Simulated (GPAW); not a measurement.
C:

```
C
1.0
     2.52207    0.00000    0.00000
     1.26103    2.18417    0.00000
     1.26103    0.72806    2.05926
C
2
Cartesian
  3.7831 2.1842 1.5444
  2.5221 1.4561 1.0296
```

This isn't the form of C at room conditions, which is graphite.

Base run:

| Item | Value |
| --- | --- |
| Program | GPAW 26.7.0 |
| Functional | PBE |
| Potentials or basis | GPAW PAW data sets (gpaw-data 1.2.1) |
| Cutoff | 800 eV |
| Basis | pw |
| k mesh | 10 × 10 × 10 |
| Occupations | fermi-dirac, width 0.05 eV |
| Spin | no spin polarisation |

Its results: band gap on the k mesh 4.17 eV, indirect (least direct gap 5.60 eV).

Question: The run is repeated on the same cell with these changes: functional from PBE to PBE0; cutoff from 800 eV to 600 eV; k mesh from 10 × 10 × 10 to 6 × 6 × 6. What comes out?

Answer: Band gap on the k mesh 6.08 eV, indirect (least direct gap 7.72 eV).

Several settings changed at once, so the effect can't be laid on one alone.

Caveats: some runs use coarse meshes.

A k mesh can miss the band edges.
